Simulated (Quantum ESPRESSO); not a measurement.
The system is Br.

```
Br
1.0
     3.36325   -2.32255    0.00000
     3.36325    2.32255    0.00000
     0.00000    0.00000    8.70230
Br
4
Direct
  0.36510 0.63490 0.39010
  0.13490 0.86510 0.89010
  0.63490 0.36510 0.60990
  0.86510 0.13490 0.10990
```

Base run:

```yaml
Program: Quantum ESPRESSO 7.5
Functional: r2SCAN
Potentials_or_basis: SG15 PBE 1.2
Cutoff: 626 eV
Density_cutoff: 2503 eV
k_mesh: 7 × 7 × 3
Occupations: fermi-dirac, width 0.05 eV
Spin: no spin polarisation
```

Its results: band gap on the k mesh 2.17 eV, indirect (least direct gap 2.19 eV); pressure 1.0 GPa; largest force 0.816 eV/Å.

**Question.** The run is repeated on the same cell with these changes: functional from r2SCAN to PBEsol; potentials or basis from SG15 PBE 1.2 to GBRV 1.5 PBEsol; cutoff from 626 eV to 612 eV; density cutoff from 2503 eV to 4898 eV. What comes out?

**Answer.** Band gap on the k mesh 1.83 eV, indirect (least direct gap 1.84 eV); pressure 0.3 GPa; largest force 0.826 eV/Å.

Caveats: some levels on the path didn't converge; the potentials were made for another functional, which shifts forces and pressure (some runs).

A k mesh can miss the band edges.
